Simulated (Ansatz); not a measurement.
Zinc-blende ZnTe was calculated with LDA (Ansatz, an electronic-structure program, PAW).

Settings: plane-wave cutoff 520 eV, 10×10×10 k mesh, scalar-relativistic PAW data made under PBE.

Computed at the level's own relaxed cell.

Elastic tensor (GPa, Voigt notation, ions relaxed):

```
   78.1    44.2    44.2     0.0     0.0     0.0
   44.2    78.1    44.2     0.0     0.0     0.0
   44.2    44.2    78.1     0.0     0.0     0.0
    0.0     0.0     0.0    35.2     0.0     0.0
    0.0     0.0     0.0     0.0    35.2     0.0
    0.0     0.0     0.0     0.0     0.0    35.2
```

### Question
Work out the Voigt, Reuss and Hill averages of the bulk and shear moduli, Young's modulus and Poisson's ratio from the printed constants.

### Answer
K_V = [C11 + C22 + C33 + 2(C12 + C13 + C23)]/9 = [234.3 + 2 × 132.6]/9 = 55.5 GPa. G_V = [234.3 − 132.6 + 3 × 105.6]/15 = 27.9 GPa. From the compliances S = C⁻¹, K_R = 55.5 and G_R = 24.6 GPa. Hill means: K = 55.5, G = 26.2 GPa. E = 9KG/(3K + G) = 68 GPa, ν = (3K − 2G)/(6K + 2G) = 0.30, K/G = 2.12.

Measured, for comparison: elastic constant C11 71.1 GPa, elastic constant C12 40.7 GPa, elastic constant C44 31.3 GPa (temperature not stated, no zero-point or thermal correction; as tabulated in Oses et al. (2018), arXiv:1811.08464). Computed (rounded) less measured: elastic constant C11 +10 %, elastic constant C12 +9 %, elastic constant C44 +12 %. A static lattice is as a rule a little smaller and stiffer than an uncorrected measurement, which can account for part of this.

The computed numbers hold no vibrational or temperature effects.
